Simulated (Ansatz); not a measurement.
# ZnO: Zn vacancy

Theory: Ansatz 0.2.0, DFT PBE, scalar-relativistic, plane waves, PAW. (420 eV cutoff, 2×2×2 k-mesh, shifted by half a step, Gaussian smearing of 0.01 eV, collinear spin)

Host crystal, relaxed:

```
Zn O
1.0
     3.27939    0.00000    0.00000
    -1.63970    2.84004    0.00000
     0.00000    0.00000    5.29323
Zn O
2 2
Direct
  0.66667 0.33333 0.50060
  0.33333 0.66667 0.00060
  0.66667 0.33333 0.87971
  0.33333 0.66667 0.37971
```

Supercell of 36 atoms, rows in host cell vectors: -2 -1 1; 1 -1 1; 1 2 1. Atoms relax at the host's cell from a start displaced at random by 0.05 Å near the defect, so other minima may exist. The cell is small, so energies carry finite-size errors of tenths of an eV. The host's Kohn–Sham gap is 0.74 eV. Atoms are taken from and returned to the elements' standard states. Charged cells are corrected for image charges with the computed static dielectric tensor (mean 10.9) and aligned with the host's potential at far atoms (alignment terms reach 0.87 eV; the program doubts the alignment in some charges, where it is up to 0.87 eV). No band-filling term is added, and the Fermi level counts from the host's valence band top.

Starting moments were lost in some runs.

Defect: Zn vacancy set at (0.667, 0.333, 0.501) of the host cell. Before relaxation its nearest neighbours are 3 O at 2.00 Å, 1 O at 2.01 Å.

```tsv
charge	E_f at the valence band top (eV)	over the neutral state (eV)	moment (μB)	largest move (Å)	atoms near the site
0	5.24	0.00	2.00	0.29	1 O at 2.19 Å, 2 O at 2.20 Å, 1 O at 2.29 Å
-1	5.41	0.18	1.00	0.34	3 O at 2.17 Å, 1 O at 2.35 Å
-2	6.01	0.77	0.00	0.35	3 O at 2.14 Å, 1 O at 2.35 Å
```

Among the charges computed the stable one is 0 at the valence band top, changing to -1 at 0.18 eV, changing to -2 at 0.60 eV. In charge -1 the cell has partly filled bands: a level of the defect may be part filled, the carrier may sit in the host's bands, or levels may cross between the k points, so transitions that involve it are doubtful. Without the alignment that the program doubts, the level (-1/-2) would lie at -0.28 eV, outside the gap, so these runs don't decide whether the defect changes charge there.